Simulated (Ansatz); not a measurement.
**CaS (rocksalt start) from one functional to the next**

The compound was started in one structure type and brought to zero pressure at each level (plane-wave PAW code Ansatz, Gaussian smearing of 0.05 eV, scalar-relativistic unless SOC, spin–orbit coupling, is named).

Whether the compound forms in this structure isn't claimed.

The cell at PBE (neighbours within 15 % of each site's shortest distance, so a longer bond may be listed from one end only): It takes space group Fm-3m (No. 225, cubic). The conventional cell has a = 5.712 Å, b = 5.712 Å, c = 5.712 Å, α = 90.00°, β = 90.00°, γ = 90.00°. Ca (site symmetry m-3m) has 6 S at 2.86 Å as nearest neighbours. S (site symmetry m-3m) has 6 Ca at 2.86 Å as nearest neighbours.

```tsv
level	cutoff (eV)	k-mesh	final group	a (Å)	V (Å³/atom)	gap (eV)	B0 (GPa)	E_f (eV/atom)
PBE	420	10×10×10	Fm-3m	5.712	23.29	2.38	57	-2.17
r²SCAN	500	8×8×8	Fm-3m	5.696	23.10	2.80	61	-2.46
```

Volumes against PBE: r²SCAN −0.8 %. r²SCAN widens the gap by 0.42 eV over PBE, as meta-GGAs in the generalised Kohn–Sham scheme often do. The formation energy spans 0.29 eV/atom over the functionals (r²SCAN lowest, PBE highest); the spread holds the functional's effect on the elements as well as on the compound.

The PAW datasets are PBE ones. The gaps are differences of one-electron levels. E_f is the formation energy from the elements run alike, at 0 K, without zero-point energy or dispersion between the molecules, chains or layers of the solid elements; it is good to about 0.01 eV/atom as a calculation.

All runs used the PAW datasets of the set soft_2.
